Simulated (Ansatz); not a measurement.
A 3-atom cell of CdF₂ started from a crystallographic database at its r2SCAN+rVV10 geometry, run in Ansatz at 4 levels of theory. No magnetic order and no zero-point or thermal motion.

The PBE+SOC input:
```yaml
crystal:
  lattice:
    - [0.0, 2.6825811146, 2.6825811146]
    - [2.6825811146, 0.0, 2.6825811146]
    - [2.6825811146, 2.6825811146, 0.0]
  atoms:
    - { symbol: Cd, position: [0.0, 0.0, 0.0] }
    - { symbol: F, position: [0.25, 0.25, 0.25] }
    - { symbol: F, position: [0.75, 0.75, 0.75] }
kpoints:
  mp_grid: { grid: [8, 8, 8] }
  band_path:
    path:
      - [0.0, 0.0, 0.0]
      - [0.5, 0.0, 0.5]
      - [0.625, 0.25, 0.625]
      - [0.375, 0.375, 0.75]
      - [0.5, 0.5, 0.5]
      - [0.5, 0.25, 0.75]
    npoints: 1
hamiltonian:
  xc: pbe
scf:
  occupations: { method: fixed }
  n_extra_bands: 8
magnetization:
  noncollinear: true
  spin_orbit: true
output:
  forces: true
  stress: true
  eigenvalues: true
```

Main results, then, where recorded, the levels near the gap in eV from the Fermi energy (columns number the bands from 0), one row a point of the path (Γ, X, U, K, L, W):
```
Crystal: 3 atoms, lattice volume = 38.609 Å³
Symmetry: 48 space group operations + 48 with time reversal
Magnetic group: BNS 225.117 (UNI 1619)
```
```
Basis set: ecut = 420 eV, 749 PW (Γ)
k-points: 29 of 512
SCF converged after 8 iterations
Free energy (F): -9874.802328 eV
Fermi energy:    6.645355 eV
--- Stress (GPa, compression-positive) ---
        6.997549       0.000000       0.000000
        0.000000       6.997549       0.000000
        0.000000       0.000000       6.997549
  P = ⅓ Tr σ = 6.9975 GPa (69.975 kbar)
```
```tsv
band_24	band_25	band_26	band_27	band_28	band_29	band_30	band_31	band_32	band_33	band_34	band_35	band_36	band_37	band_38	band_39
-0.988	-0.988	-0.988	-0.988	-0.514	-0.514	-0.514	-0.514	-0.396	-0.396	3.143	3.143	12.345	12.345	12.942	12.942
-3.034	-3.034	-3.023	-3.023	-0.541	-0.541	-0.132	-0.132	-0.050	-0.050	8.130	8.130	9.725	9.725	11.965	11.965
-2.577	-2.577	-2.324	-2.324	-0.987	-0.987	-0.368	-0.368	-0.195	-0.195	8.086	8.086	10.803	10.803	11.189	11.189
-2.577	-2.577	-2.324	-2.324	-0.987	-0.987	-0.368	-0.368	-0.195	-0.195	8.086	8.086	10.803	10.803	11.189	11.189
-2.337	-2.337	-1.928	-1.928	-1.861	-1.861	-0.446	-0.446	-0.321	-0.321	7.291	7.291	9.188	9.188	14.347	14.347
-2.602	-2.602	-1.560	-1.560	-1.544	-1.544	-0.635	-0.635	0.000	0.000	8.199	8.199	11.501	11.501	11.658	11.658
```

PBE+SOC gives an indirect gap of 3.14 eV, from W to Γ; the least direct gap is 3.54 eV at Γ.

**Question.** In the first input these blocks are replaced (the band path and keys that only write files left aside):
```yaml
kpoints:
  mp_grid: { grid: [6, 6, 6] }
hamiltonian:
  xc: r2scanh
scf:
  occupations: { method: fixed }
  n_extra_bands: 4
```
(magnetization left out)
What comes out?

**Answer.**
```
Basis set: ecut = 500 eV, 941 PW (Γ)
k-points: 16 of 216
hybrid outer 1: dexx = +6.161e-4 eV, tail = 8.36e-7 eV
hybrid outer 2: dexx = +9.517e-9 eV, tail = 4.86e-9 eV, Δε = 4.38e-4 eV
hybrid SCF converged: 2 outer / 7 inner (+3 warm-up)
Free energy (F): -9888.916209 eV
Fermi energy:    5.331109 eV
--- Stress (GPa, compression-positive) ---
        0.696271       0.000000       0.000000
        0.000000       0.696271       0.000000
        0.000000       0.000000       0.696271
  P = ⅓ Tr σ = 0.6963 GPa (6.963 kbar)
```
```tsv
band_12	band_13	band_14	band_15	band_16	band_17	band_18	band_19
-1.015	-1.015	-0.507	-0.507	-0.507	4.900	14.810	14.810
-3.076	-3.076	-0.541	-0.074	-0.074	10.227	11.762	13.297
-2.621	-2.384	-0.984	-0.352	-0.191	10.172	12.712	12.893
-2.621	-2.384	-0.984	-0.352	-0.191	10.172	12.712	12.893
-2.358	-1.914	-1.914	-0.399	-0.399	9.291	10.816	16.937
-2.679	-1.563	-1.563	-0.640	0.021	10.301	12.978	13.882
```
r2SCANh gives an indirect gap of 4.88 eV, from W to Γ; the least direct gap is 5.41 eV at Γ. At this geometry r2SCANh finds +0.7 GPa, compression counted positive: its own equilibrium volume is larger. The stress of a hybrid is loosely converged here.

HSE06. Against the first input these blocks differ (the band path and keys that only write files left aside):
```yaml
kpoints:
  mp_grid: { grid: [6, 6, 6] }
hamiltonian:
  xc: hse06
scf:
  occupations: { method: fixed }
  n_extra_bands: 4
```
(magnetization left out)

```
Basis set: ecut = 420 eV, 749 PW (Γ)
k-points: 16 of 216
Exchange kernel: α = 0.2500, screened, ω = 0.2079 Å⁻¹, Wigner–Seitz truncation, v(0) = 1046.3080 eV·Å³, q-mesh 6×6×6
hybrid outer 1: dexx = +1.453e-2 eV, tail = 3.77e-5 eV
hybrid outer 2: dexx = +3.234e-7 eV, tail = 3.23e-8 eV, Δε = 2.97e-3 eV
hybrid SCF converged: 2 outer / 10 inner (+2 warm-up)
Free energy (F): -9875.576542 eV
Fermi energy:    5.062821 eV
--- Stress (GPa, compression-positive) ---
        3.238824       0.000000       0.000000
        0.000000       3.238824       0.000000
        0.000000       0.000000       3.238824
  P = ⅓ Tr σ = 3.2388 GPa (32.388 kbar)
```
```tsv
band_12	band_13	band_14	band_15	band_16	band_17	band_18	band_19
-1.030	-1.030	-0.546	-0.546	-0.546	5.280	15.060	15.060
-3.155	-3.155	-0.546	-0.074	-0.074	10.596	12.015	13.961
-2.695	-2.461	-1.001	-0.358	-0.198	10.546	13.160	13.306
-2.695	-2.461	-1.001	-0.358	-0.198	10.546	13.160	13.306
-2.392	-1.962	-1.962	-0.422	-0.422	9.660	11.313	17.148
-2.769	-1.608	-1.608	-0.646	0.021	10.677	13.614	14.159
```

HSE06 gives an indirect gap of 5.26 eV, from W to Γ; the least direct gap is 5.83 eV at Γ. The mean pressure is +3.2 GPa (compression positive), so HSE06 would enlarge the cell's volume. (The program warns that its thresholds are loose for a hybrid's stress.)

Hartree-Fock. Against the first input these blocks differ (the band path and keys that only write files left aside):
```yaml
kpoints:
  mp_grid: { grid: [6, 6, 6] }
hamiltonian:
  xc: hf
scf:
  occupations: { method: fixed }
  n_extra_bands: 4
```
(magnetization left out)

```
Basis set: ecut = 420 eV, 749 PW (Γ)
k-points: 16 of 216
hybrid outer 1: dexx = +8.216e-1 eV, tail = 9.04e-3 eV
hybrid outer 2: dexx = +4.226e-4 eV, tail = 9.31e-5 eV, Δε = 5.90e-2 eV
hybrid outer 3: dexx = +5.570e-6 eV, tail = 5.30e-7 eV, Δε = 8.41e-3 eV
hybrid outer 4: dexx = +1.965e-8 eV, tail = 1.36e-8 eV, Δε = 5.30e-4 eV, ΔF = 4.34e-18 eV/Å
hybrid SCF converged: 4 outer / 16 inner (+3 warm-up)
Free energy (F): -9798.463878 eV
Fermi energy:    -0.327347 eV
--- Stress (GPa, compression-positive) ---
        5.496208       0.000000       0.000000
        0.000000       5.496208       0.000000
        0.000000       0.000000       5.496208
  P = ⅓ Tr σ = 5.4962 GPa (54.962 kbar)
```
```tsv
band_12	band_13	band_14	band_15	band_16	band_17	band_18	band_19
-1.172	-1.172	-0.686	-0.686	-0.686	15.398	25.394	25.394
-3.530	-3.471	-0.654	-0.085	-0.085	21.675	22.399	23.187
-3.030	-2.741	-1.120	-0.407	-0.236	21.590	22.812	23.644
-3.030	-2.741	-1.120	-0.407	-0.236	21.590	22.812	23.644
-2.604	-2.209	-2.209	-0.516	-0.516	20.499	20.920	28.226
-3.122	-1.769	-1.769	-0.770	0.024	21.824	22.932	24.750
```

With Hartree-Fock the valence top lies at W and the conduction bottom at Γ, 15.37 eV higher; the smallest vertical gap, at Γ, is 16.08 eV. The mean pressure is +5.5 GPa (compression positive), so Hartree-Fock would enlarge the cell's volume. (The program warns that its thresholds are loose for a hybrid's stress.)

The hybrids run on coarser meshes, which limits their stresses and small splittings of levels.

Totals of different functionals, or with and without spin-orbit coupling, can't be compared.

Only the levels marked +SOC include spin-orbit coupling.

The meshes of the hybrids are coarse, so their gaps aren't converged to the digits shown.
